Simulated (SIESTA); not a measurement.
Crystal: SnTe.

```xyz
2
Lattice="0.0000 3.1509 3.1509 3.1509 0.0000 3.1509 3.1509 3.1509 0.0000" Properties=species:S:1:pos:R:3 pbc="T T T"
Te    3.1509    3.1509    3.1509
Sn    0.0000    0.0000    0.0000
```

Base run:

| Item | Value |
| --- | --- |
| Program | SIESTA 5.4.2 |
| Functional | PBE |
| Potentials or basis | PseudoDojo 0.4 standard (PBE files) |
| Basis | DZP (energy shift 0.003 Ry; two zetas on semicore shells) |
| Grid cutoff | 500 Ry |
| Energy shift | 0.003 Ry |
| k mesh | 7 × 7 × 7 |
| Occupations | fermi-dirac, width 0.05 eV |
| Spin | no spin polarisation |

Its results: pressure 2.9 GPa.

Q: The run is repeated on the same cell with these changes: functional from PBE to LDA; potentials or basis from PseudoDojo 0.4 standard (PBE files) to PseudoDojo 0.4 standard (LDA files). What comes out?

A: Pressure -0.9 GPa.

Caveats: the basis of atomic orbitals isn't converged, which shifts pressures, moduli and gaps.

Not every run made on this cell is shown here.
